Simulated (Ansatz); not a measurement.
Crystal: Cs.

```xyz
1
Lattice="-3.1285 3.1285 3.1285 3.1285 -3.1285 3.1285 3.1285 3.1285 -3.1285" Properties=species:S:1:pos:R:3 pbc="T T T"
Cs    0.0000    0.0000    0.0000
```

* Program: Ansatz 0.2.0
* Task: relaxation of cell and atoms
* Functional: PBEsol
* Potentials or basis: all-electron LAPW, scalar-relativistic
* Basis error allowed: 0.001 eV/atom
* k mesh: 6 × 6 × 6
* Occupations: fermi-dirac, width 0.05 eV
* Spin: no spin polarisation

At the start: volume 122.48 Å³/atom.

Task: How do energy, volume and symmetry change on relaxing?

Result: Over 5 steps the energy falls by 8.8 meV/atom and the volume is 109.30 Å³/atom (-10.8 %); space group Im-3m (No. 229, to 0.05 Å).

The path:
| step | energy change (eV) | largest force (eV/Å) | volume (Å³) |
| --- | --- | --- | --- |
| 1 | 0.0000 | 0.0000 | 122.48 |
| 2 | -0.0010 | 0.0000 | 121.64 |
| 3 | -0.0086 | 0.0000 | 107.21 |
| 4 | -0.0088 | 0.0000 | 109.30 |
| 5 | -0.0088 | 0.0000 | 109.30 |

Final structure:
```cif
data_structure
_symmetry_space_group_name_H-M 'P 1'
_symmetry_Int_Tables_number 1
_cell_length_a 5.2169
_cell_length_b 5.2169
_cell_length_c 5.2169
_cell_angle_alpha 109.471
_cell_angle_beta 109.471
_cell_angle_gamma 109.471
_cell_volume 109.30
loop_
_atom_site_label
_atom_site_type_symbol
_atom_site_fract_x
_atom_site_fract_y
_atom_site_fract_z
_atom_site_occupancy
Cs1 Cs 0.00000 0.00000 0.00000 1
```
